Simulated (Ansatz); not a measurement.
# Pressure against volume in Te

The cell was found from a structure generator's guess, not taken from experiment.

Method: Ansatz, DFT PBE, scalar-relativistic, plane waves, PAW. Cutoff 420 eV, Γ-centred 16×16×18 mesh (1-atom cell), Gaussian smearing of 0.10 eV, no spin polarisation.

```cif
data_structure
_symmetry_space_group_name_H-M 'P 1'
_symmetry_Int_Tables_number 1
_cell_length_a 3.2004
_cell_length_b 3.2004
_cell_length_c 3.2004
_cell_angle_alpha 90.000
_cell_angle_beta 90.000
_cell_angle_gamma 90.000
_cell_volume 32.78
loop_
_atom_site_label
_atom_site_type_symbol
_atom_site_fract_x
_atom_site_fract_y
_atom_site_fract_z
_atom_site_occupancy
Te1 Te 0.50000 0.50000 0.50000 1
```

The cell was set to several volumes, with shape and atoms relaxed at each where symmetry leaves them free. Pressure is positive in compression, and energies count from the lowest row. No row has a gap on its mesh.

| row | V (Å³/atom) | P (GPa) | ΔE (meV/atom) |
| --- | --- | --- | --- |
| 1 | 28.848 | 8.63 | 94.0 |
| 2 | 29.831 | ? | ? |
| 3 | 30.814 | 3.59 | 20.8 |
| 4 | 31.798 | 1.65 | 4.9 |
| 5 | 32.781 | 0.00 | 0.0 |
| 6 | 33.765 | -1.38 | 4.4 |
| 7 | 34.748 | -2.54 | 16.5 |
| 8 | 36.059 | -3.80 | 42.7 |

Task: Find B = −V·ΔP/ΔV from rows 4 and 6 and from rows 1 and 3, and from the two its slope B′ and its value B0 at zero pressure.

Result: Rows 4 and 6 give −(31.798 + 33.765)/2 × (-1.38 − (1.65))/(33.765 − 31.798) = 50.5 GPa at a mean pressure of 0.14 GPa. Rows 1 and 3 give −(28.848 + 30.814)/2 × (3.59 − (8.63))/(30.814 − 28.848) = 76.5 GPa at a mean pressure of 6.11 GPa. So B′ = (76.5 − 50.5)/(6.11 − (0.14)) = 4.36 and B0 = 50.5 − 4.36 × (0.14) = 49.9 GPa. A third-order Birch–Murnaghan fit to all the energies gives B0 = 50.0 GPa and B′ = 4.6.

Task: Estimate the pressure and energy of row 2.

Result: From row 5, V0 = 32.781 × (1 + (0.00)/49.9) = 32.781 Å³/atom. Murnaghan's form P = (B0/B′)·[(V0/V)^B′ − 1] gives (49.9/4.36) × [(32.781/29.831)^4.36 − 1] = 5.82 GPa; the computed pressure is 5.90 GPa, so the estimate is off by -0.08 GPa. The work of compression from row 3, with the mean of the two pressures, gives ΔE = 20.8 + (5.82 + 3.59)/2 × (30.814 − 29.831)/160.2 × 1000 = 49.7 meV/atom (1 eV/Å³ = 160.2 GPa); the computed value is 49.7 meV/atom.

The end has P4/mmm (No. 123) at a tolerance of 0.01 Å; the cell shown is made exact in the group found at 0.05 Å. These runs have no spin–orbit coupling, which can matter for Te. All volumes keep the k mesh of the relaxed cell. A structure relaxed within its symmetry needn't be a true minimum.
